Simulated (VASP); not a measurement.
# Se (Pm-3m) in VASP: further runs

Runs on Se. Level: PBE. Tasks: single point.

Everything below comes from runs of VASP 6.6.1. Logs are shortened: lines on timing, memory, paths and dates and some standing lists are left out, and cuts for length are marked.

### Step 1. The crystal as given

Symmetry: Pm-3m, No. 221, cubic system. The conventional cell has a = 2.811 Å, b = 2.811 Å, c = 2.811 Å, α = 90.00°, β = 90.00°, γ = 90.00°. Se (site symmetry m-3m) is surrounded by 6 Se at 2.81 Å.

This isn't the form of Se at room conditions, which is trigonal, of chains.

### Step 2. Single point, PBE

The input, INCAR:

```
ADDGRID = F
ALGO = Normal
EDIFF = 1E-6
ENCUT = 220
GGA = PE
ISIF = 2
ISMEAR = 0
LASPH = T
LCHARG = F
LREAL = F
LWAVE = F
NELM = 100
PREC = Accurate
SIGMA = 0.05
```

The input, KPOINTS:

```
k-points
0
Gamma
  7 7 7
```

The input, POSCAR:

```
Se
1.0
    2.8105630200      0.0000000000      0.0000000000
    0.0000000000      2.8105630200      0.0000000000
    0.0000000000      0.0000000000      2.8105630200
Se
1
Direct
    0.0000000000      0.0000000000      0.0000000000
```

Potentials or basis: VASP PAW PBE potentials, release 64 (Se).

The run is started by

```
$ cat potpaw_PBE.64/Se/POTCAR > POTCAR
$ mpirun -np 1 vasp_std > vasp.out
```

OUTCAR:

```text
EDIFF = 1E-6
   ENCUT = 220
   GGA = PE
   ISIF = 2
   ISMEAR = 0
   LASPH = T
   LREAL = F
   NELM = 100
   PREC = Accurate

 Found     20 irreducible k-points:

 Following reciprocal coordinates:
            Coordinates               Weight
  0.000000  0.000000  0.000000      1.000000
  0.142857  0.000000  0.000000      6.000000
  0.285714  0.000000  0.000000      6.000000
  0.428571  0.000000  0.000000      6.000000
  0.142857  0.142857  0.000000     12.000000
  0.285714  0.142857  0.000000     24.000000
   k-points           NKPTS =     20   k-points in BZ     NKDIM =     20   number of bands    NBANDS=      7
   number of dos      NEDOS =    301   number of ions     NIONS =      1
   total plane-waves  NPLWV =   2744
   dimension x,y,z NGX =    14 NGY =   14 NGZ =   14
   dimension x,y,z NGXF=    28 NGYF=   28 NGZF=   28
   ions per type =               1
   NGX,Y,Z   is equivalent  to a cutoff of   8.28,  8.28,  8.28 a.u.
   NGXF,Y,Z  is equivalent  to a cutoff of  16.56, 16.56, 16.56 a.u.
 SYSTEM =  unknown system
   PREC   = accura    normal or accurate (medium, high low for compatibility)
   ISTART =      0    job   : 0-new  1-cont  2-samecut
   ICHARG =      2    charge: 1-file 2-atom 10-const
   ISPIN  =      1    spin polarized calculation?
   LNONCOLLINEAR =      F non collinear calculations
   LSORBIT =      F    spin-orbit coupling
   LASPH  =      T    aspherical Exc in radial PAW
   ENCUT  =  220.0 eV  16.17 Ry    4.02 a.u.   3.40  3.40  3.40*2*pi/ulx,y,z
   NELM   =    100;   NELMIN=  2; NELMDL= -5     # of ELM steps
   EDIFF  = 0.1E-05   stopping-criterion for ELM
   LREAL  =      F    real-space projection
   EDIFFG = 0.1E-04   stopping-criterion for IOM
   NSW    =      0    number of steps for IOM
   IBRION =     -1    ionic relax: 0-MD 1-quasi-New 2-CG
   NFREE  =      0    steps in history (QN), initial steepest desc. (CG)
   ISIF   =      2    stress and relaxation
   ISYM   =      2    0-nonsym 1-usesym 2-fastsym
   POTIM  = 0.5000    time-step for ionic-motion
   TEBEG  =    0.0;   TEEND  =   0.0 temperature during run
   PSTRESS=    0.0 pullay stress
   NELECT =       6.0000    total number of electrons
   NUPDOWN=      -1.0000    fix difference up-down
   EMIN   =  10.00;   EMAX   =-10.00  energy-range for DOS
   EFERMI =   0.00;   METHOD = LEGACY
   ISMEAR =     0;   SIGMA  =   0.05  broadening in eV -4-tet -1-fermi 0-gaus
   EFERMI_NEDOS =   21; number of points for ismear=-14 and -15
   IALGO  =     38    algorithm
   IMIX   =      4    mixing-type and parameters
     AMIX     =   0.40;   BMIX     =  1.00
     AMIX_MAG =   1.60;   BMIX_MAG =  1.00
  volume/ion in A,a.u.               =      22.20       149.82
  Fermi-wavevector in a.u.,A,eV,Ry     =   1.058438  2.000157 15.242472  1.120290
  Thomas-Fermi vector in A             =   2.193747
   LORBIT       =      0    0 simple, 1 ext, 2 COOP (PROOUT), +10 PAW based schemes
   GGA     = PE    functional components
   LHFCALC =     F    Hartree Fock is set to
   AEXX    =    0.0000 exact exchange contribution
   IVDW    =     0    specifies the selected vdW correction
   LEPSILON=     F    determine dielectric tensor
   LRPA    =     F    only Hartree local field effects (RPA)
 non-spin polarized calculation
 Gauss-broadening in eV      SIGMA  =   0.05
  energy-cutoff  :      220.00
  volume of cell :       22.20
 maximum number of plane-waves:       171
 NGX is ok and might be reduce to    14
   NGX =  7   NGY =  7   NGZ =  7

 number of electron       6.0000012 magnetization

 Free energy of the ion-electron system (eV)
  ---------------------------------------------------
  ext. energy  EPLUGINS =         0.00000000
  ---------------------------------------------------
  free energy    TOTEN  =        -3.27407022 eV

  energy without entropy =       -3.27282863  energy(sigma->0) =       -3.27344942

 E-fermi :   5.0079     XC(G=0):  -9.9986

 val. band max:        4.9737423856   @ k =   0.2857   0.1429   0.1429
 cond. band min:       5.1317020604   @ k =   0.2857   0.1429   0.1429
 fundamental gap:      0.1579596748
 Fermi energy:         5.0079131573

 k-point     1 :       0.0000    0.0000    0.0000
  band No.  band energies     occupation
      1     -11.2889      2.00000
      2       6.3270      0.00000
      3       6.3270      0.00000
      4       6.3270      0.00000
      5      12.6536      0.00000
      6      12.6536      0.00000
      7      12.8743      0.00000

 k-point     2 :       0.1429    0.0000    0.0000
  band No.  band energies     occupation
      1     -10.9970      2.00000
      2       3.8632      2.00000
      3       6.5550      0.00000
      4       6.5550      0.00000
      5      12.9470      0.00000
      6      13.1552      0.00000
      7      15.7851      0.00000

 k-point     3 :       0.2857    0.0000    0.0000
  band No.  band energies     occupation
      1     -10.2054      2.00000
      2       0.4520      2.00000
      3       7.1369      0.00000
      4       7.1369      0.00000
      5      13.7574      0.00000
      6      14.2058      0.00000
      7      19.6708      0.00000

 k-point     4 :       0.4286    0.0000    0.0000
  band No.  band energies     occupation
      1      -9.3259      2.00000
      2      -1.8417      2.00000
      3       7.6944      0.00000
      4       7.6944      0.00000
      5      14.6738      0.00000
      6      15.8832      0.00000
      7      18.3382      0.00000

 k-point     5 :       0.1429    0.1429    0.0000
  band No.  band energies     occupation
      1     -10.7054      2.00000
      2       4.0885      2.00000
      3       4.1574      2.00000
      4       6.7829      0.00000
      5      13.3691      0.00000
      6      15.8007      0.00000
      7      16.1720      0.00000

 k-point     6 :       0.2857    0.1429    0.0000
  band No.  band energies     occupation
      1      -9.9145      2.00000
      2       0.7268      2.00000
      3       4.8006      2.00000
      4       7.3560      0.00000
      5      14.2210      0.00000
      6      15.7742      0.00000
      7      18.0581      0.00000

 [... further k-points ...]
[... 5 lines left out ...]
  --------------------------------------------------------------------------------------
  -------------------------------------------------------------------------------------
  Total        0.0848660      0.0848660      0.0848660     -0.0000000     -0.0000000     -0.0000000
  in kB        6.1244077      6.1244077      6.1244077     -0.0000000     -0.0000000     -0.0000000
  external PRESSURE =       6.1244077 kB  Pullay stress =       0.0000000 kB

 VOLUME and BASIS-vectors are now :
 -----------------------------------------------------------------------------
  energy-cutoff  :      220.00
  volume of cell :       22.20
      direct lattice vectors                 reciprocal lattice vectors
     2.810563020  0.000000000  0.000000000     0.355800597  0.000000000  0.000000000
     0.000000000  2.810563020  0.000000000     0.000000000  0.355800597  0.000000000
     0.000000000  0.000000000  2.810563020     0.000000000  0.000000000  0.355800597

 POSITION                                       TOTAL-FORCE (eV/Angst)
 -----------------------------------------------------------------------------------
      0.00000      0.00000      0.00000         0.000000      0.000000      0.000000
 -----------------------------------------------------------------------------------
    total drift:                                0.000000      0.000000      0.000000

  FREE ENERGIE OF THE ION-ELECTRON SYSTEM (eV)
  ---------------------------------------------------
  free  energy   TOTEN  =        -3.2740702172 eV

  energy  without entropy=       -3.2728286270  energy(sigma->0) =       -3.27344942
```

Wall time 1.3 s (1 thread of Intel Xeon 6975P-C (Granite Rapids), shared host); peak memory 0.1 GiB.

The run converged, but some of its settings lie outside the range that counts as converged, so its numbers aren't taken as properties of the crystal.

Results:

- Free energy: -3.2741 eV
- Band gap on the k mesh: none (metal or under the smearing width)

Caveat: the cutoff is under 1.25 times the usual one of these potentials, so pressure, stress and relaxed cells hold a basis-set (Pulay) error.

### Step 3. Single point, PBE

INCAR: that of step 2 with these lines changed.

```diff
@@ -3,3 +3,3 @@
 EDIFF = 1E-6
-ENCUT = 220
+ENCUT = 460
 GGA = PE
```

The input, KPOINTS:

```
k-points
0
Gamma
  5 5 5
```

POSCAR is that of step 2.

Potentials or basis: VASP PAW PBE potentials, release 64 (Se).

The run is started by

```
$ cat potpaw_PBE.64/Se/POTCAR > POTCAR
$ mpirun -np 1 vasp_std > vasp.out
```

It took 1.4 s on 1 thread of Intel Xeon 6975P-C (Granite Rapids), shared host; peak memory 0.11 GiB.

These settings aren't checked as converged: the numbers below hold their error.

What came out:

* Free energy: -3.1146 eV
* Pressure: 0.1 GPa
* Band gap on the k mesh: none (metal or under the smearing width)

Caveat: the k mesh is coarse (spacing up to 0.45 Å⁻¹), so the values aren't converged.

### Step 4. For comparison

An earlier run on the cell as given: functional PBE; potentials or basis VASP PAW PBE potentials, release 64 (Se); cutoff 520 eV; k mesh 9 × 9 × 9; occupations fermi-dirac, width 0.05 eV; no spin polarisation.

- Pressure: 2.0 GPa
- Band gap on the k mesh: none (metal or under the smearing width)
